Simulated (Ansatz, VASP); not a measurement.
**Zr3S2 in VASP and in Ansatz**

```
CELL_PARAMETERS angstrom
4.21846 -3.40335 0.00000
4.21846 3.40335 0.00000
0.00000 0.00000 6.97925
ATOMIC_POSITIONS crystal
Zr 0.18612 0.41588 0.96247
Zr 0.81388 0.58412 0.46247
Zr 0.58412 0.81388 0.96247
Zr 0.41588 0.18612 0.46247
Zr 0.75210 0.24790 0.80283
Zr 0.24790 0.75210 0.30283
S 0.60713 0.39287 0.17029
S 0.39287 0.60713 0.67029
S 0.06669 0.93331 0.99264
S 0.93331 0.06669 0.49264
```

Alike in both runs: functional PBE; k mesh 8 × 8 × 6; occupations gaussian, width 0.1 eV; no spin polarisation.

Ansatz relaxed the structure, and its values are those at the end. VASP's run is a single point on that final structure, the one shown.

```csv
,VASP,Ansatz
version,VASP 6.6.1,Ansatz 0.2.0
potentials or method,"VASP PAW PBE potentials, release 64 (Zr_sv, S)","scalar-relativistic, plane waves, PAW"
plane-wave cutoff (eV),520,420
valence electrons in the cell,96,96
```

Ansatz gave:

```
gap on the k mesh at the Fermi level (eV) : none
pressure (GPa)                            : 0.0
rms of the force components (eV/Å)        : 0.003
```

Q: Which values does VASP return?

A: gap on the k mesh at the Fermi level (eV): none; pressure (GPa): 0.0; rms of the force components (eV/Å): 0.005.

A gap of «none» marks a metal or a gap that the smearing closes.
